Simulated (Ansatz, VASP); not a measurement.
Cu: VASP beside Ansatz

File INCAR:

```
ALGO = Normal
EDIFF = 1E-8
ENCUT = 520
GGA = PE
ISIF = 2
ISMEAR = -1
LASPH = True
LCHARG = False
LEFG = True
LREAL = False
LWAVE = False
NBANDS = 12
NELM = 60
PREC = Accurate
SIGMA = 0.08
```

KPOINTS

```
k-points
0
Gamma
  19 19 19
```

File POSCAR:

```
Cu
1.0
    0.0000000000      1.8135050275      1.8135050275
    1.8135050275      0.0000000000      1.8135050275
    1.8135050275      1.8135050275      0.0000000000
Cu
1
Direct
    0.0000000000      0.0000000000      0.0000000000
```

Input for Ansatz:

```yaml
crystal:
  lattice:
    - [0.0, 1.8135050275, 1.8135050275]
    - [1.8135050275, 0.0, 1.8135050275]
    - [1.8135050275, 1.8135050275, 0.0]
  atoms:
    - { symbol: Cu, position: [0.0, 0.0, 0.0] }
kpoints:
  mp_grid: { grid: [19, 19, 19] }
scf:
  occupations: { method: fermi_dirac, width: 0.08 }
hamiltonian:
  xc: pbe
  pseudopotentials: { kind: all_electron, datasets: crystal }
output:
  forces: true
  stress: true
  eigenvalues: true
  efg: { contact_densities: true }
```

Change from the starting cell: volume scaled by 1.01, crystal datasets.

Alike in both runs: task electric field gradients; functional PBE; k mesh 19 × 19 × 19; occupations fermi-dirac, width 0.08 eV; no spin polarisation.

|  | VASP | Ansatz |
| --- | --- | --- |
| version | VASP 6.6.1 | Ansatz 0.2.0 |
| potentials or method | VASP PAW PBE potentials, release 64 (Cu) | all-electron PAW with datasets made for the crystal, scalar-relativistic |
| plane-wave cutoff (eV) | 520 | see its input |

```csv
,VASP,Ansatz,Ansatz less VASP
pressure (GPa),0.8,0.2,-0.55
Vzz of the field gradient on the site that differs most (V/Å²),0.0,0.0,-0.01
```

Ansatz ran all-electron here, so the differences hold the error of VASP's frozen core and of both bases.
